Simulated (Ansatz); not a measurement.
Space group P6_3/mmc (No. 194). a = 5.566 Å, b = 5.566 Å, c = 18.522 Å, α = 90.00°, β = 90.00°, γ = 120.00°
| atom | site | symmetry | x | y | z |
| --- | --- | --- | --- | --- | --- |
| Cs | 2a | -3m. | 0.0000 | 0.0000 | 0.0000 |
| Cs | 2c | -6m2 | 0.3333 | 0.6667 | 0.2500 |

Equation of state of this Cs structure (not necessarily the ground state), with shape and atoms relaxed at each volume where symmetry leaves them free. It has no gap at any of these volumes. Computed with DFT r2SCAN, scalar-relativistic, plane waves, PAW in Ansatz 0.2.0.

Plane waves to 500 eV, a k mesh through Γ of 9×9×4 on the computed 4-atom cell and Gaussian smearing (0.10 eV); no spin polarisation.

```csv
V (Å³/atom),E − E(largest V) (meV/atom),P (GPa)
116.775,0.05,0.12
120.501,-1.93,0.06
124.228,-2.49,0.00
127.955,-1.79,-0.05
131.682,0.00,-0.10
```

Task: Fit a third-order Birch–Murnaghan equation to E(V).

Result: V0 = 123.94 Å³/atom, B0 = 2 GPa, B0' = 3.3.

Spin-orbit coupling is left out, which matters for the bands of heavy elements.

This form isn't the element's structure at ambient conditions.

Cost: 5 runs of about 10 core-minutes in all, on Arm Neoverse V2 (shared hosts).